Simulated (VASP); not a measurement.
Write the native input for VASP 6.6.1 that does the following.

| Property | Result |
| --- | --- |
| Task | single point |
| Functional | PBE |
| Potentials or basis | VASP PAW PBE potentials, release 64 (Mg) |
| Cutoff | 520 eV |
| k mesh | 8 × 8 × 8 |
| Occupations | gaussian, width 0.1 eV |
| Spin | no spin polarisation |
| Dipole correction | no |
| Further INCAR settings | ALGO = Normal; EDIFF = 1e-06; NBANDS = 7 |

The structure of Mg lies in POSCAR:

```
Mg
1.0
    0.0000000000      2.2442560000      2.2442560000
    2.2442560000      0.0000000000      2.2442560000
    2.2442560000      2.2442560000      0.0000000000
Mg
1
Direct
    0.0000000000      0.0000000000      0.0000000000
```

This isn't the form of Mg at room conditions, which is hcp.

One way to write it, as run:

INCAR

```
ALGO = Normal
EDIFF = 1E-6
ENCUT = 520
GGA = PE
ISIF = 2
ISMEAR = 0
LASPH = True
LCHARG = False
LREAL = False
LWAVE = False
NBANDS = 7
NELM = 100
PREC = Accurate
SIGMA = 0.1
```

KPOINTS

```
k-points
0
Gamma
  8 8 8
```

Potentials or basis: VASP PAW PBE potentials, release 64 (Mg).

Run with:

```sh
$ cat potpaw_PBE.64/Mg/POTCAR > POTCAR
$ mpirun -np 1 vasp_std > vasp.out
```

It gave:

```yaml
Pressure: 0.8 GPa
Band_gap_on_the_k_mesh: none (metal or under the smearing width)
```

Wall time 3.3 s on 1 thread of AMD EPYC 7R13 Processor (Zen 3) (shared host), peak memory 0.1 GiB.
